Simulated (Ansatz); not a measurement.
Al$_{2}$O$_{3}$ (R-3c)

Method: Ansatz, DFT PBE, scalar-relativistic, plane waves, PAW.

Cutoff 420 eV; k points 6×6×6 on the computed 10-atom cell (Γ-centred); Gaussian smearing, width 0.02 eV; no spin polarisation.

The structure is relaxed at this level of theory with its symmetry kept.

```cif
data_structure
_symmetry_space_group_name_H-M 'P 1'
_symmetry_Int_Tables_number 1
_cell_length_a 5.1811
_cell_length_b 5.1811
_cell_length_c 5.1811
_cell_angle_alpha 55.299
_cell_angle_beta 55.299
_cell_angle_gamma 55.299
_cell_volume 87.60
loop_
_atom_site_label
_atom_site_type_symbol
_atom_site_fract_x
_atom_site_fract_y
_atom_site_fract_z
_atom_site_occupancy
Al1 Al 0.35215 0.35215 0.35215 1
Al2 Al 0.14785 0.14785 0.14785 1
Al3 Al 0.64785 0.64785 0.64785 1
Al4 Al 0.85215 0.85215 0.85215 1
O1 O 0.55617 0.94383 0.25000 1
O2 O 0.25000 0.55617 0.94383 1
O3 O 0.94383 0.25000 0.55617 1
O4 O 0.44383 0.05617 0.75000 1
O5 O 0.75000 0.44383 0.05617 1
O6 O 0.05617 0.75000 0.44383 1
```

```
Space group                                                                                                                                 : R-3c (No. 167)
Volume per atom                                                                                                                             : 8.76 Å³
Formation energy from the elements' standard states (uncorrected)                                                                           : -2.978 eV/atom
Kohn–Sham band gap                                                                                                                          : 5.85 eV, direct at Γ
Löwdin character of the top 1 eV of the valence band                                                                                        : O 2p 96 %
Löwdin character of the lowest 1 eV of the conduction band                                                                                  : Al 3s 42 %, O 2s 38 %, Al 3p 13 %
Electron masses at the edge by Cartesian direction of the standard setting (m_e; degenerate bands sorted by energy; no spin-orbit coupling) : x: 0.37; y: 0.37; z: 0.38
Hole masses at the edge by Cartesian direction of the standard setting (m_e; degenerate bands sorted by energy; no spin-orbit coupling)     : x: 7.5; y: 7.5; z: 0.34
Bulk modulus                                                                                                                                : 230 GPa
Its pressure derivative                                                                                                                     : 4.0
Bader charges (e)                                                                                                                           : Al (4 in the cell) 2.55, O (6 in the cell) -1.70
```